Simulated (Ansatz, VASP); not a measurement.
## One calculation of Mg2SiN2, two programs

```xyz
10
Lattice="5.8052 0.0000 0.0000 0.0000 5.8052 0.0000 0.0000 0.0000 3.0614" Properties=species:S:1:pos:R:3 pbc="T T T"
Mg    0.8715    2.0311    1.5307
Mg    4.9337    3.7741    1.5307
Mg    2.0311    4.9337    1.5307
Mg    3.7741    0.8715    1.5307
Si    0.0000    0.0000    0.0000
Si    2.9026    2.9026    0.0000
N     1.0154    3.9180    0.0000
N     4.7898    1.8872    0.0000
N     1.8872    1.0154    0.0000
N     3.9180    4.7898    0.0000
```

Change from the starting cell: species swapped into the Dy2InGe2 type (P4/mbm, No. 127).

Alike in both runs: functional PBE; k mesh 8 × 8 × 12; occupations gaussian, width 0.1 eV; no spin polarisation.

Ansatz relaxed the structure, and its values are those at the end. VASP's run is a single point on that final structure, the one shown.

```csv
,VASP,Ansatz
version,VASP 6.6.1,Ansatz 0.2.0
potentials or method,"VASP PAW PBE potentials, release 64 (Mg, Si, N)","scalar-relativistic, plane waves, PAW"
plane-wave cutoff (eV),520,420
valence electrons in the cell,36,68
```

VASP gave:

* gap on the k mesh at the Fermi level (eV): none
* pressure (GPa): -0.3
* rms of the force components (eV/Å): 0.010

Estimate Ansatz's values.

gap on the k mesh at the Fermi level (eV): none; pressure (GPa): 0.0; rms of the force components (eV/Å): 0.000.

A gap of «none» marks a metal or a gap that the smearing closes. With one functional, cell and mesh, what is left measures potentials, basis and numerics. The two sets of potentials don't hold the same shells in valence.
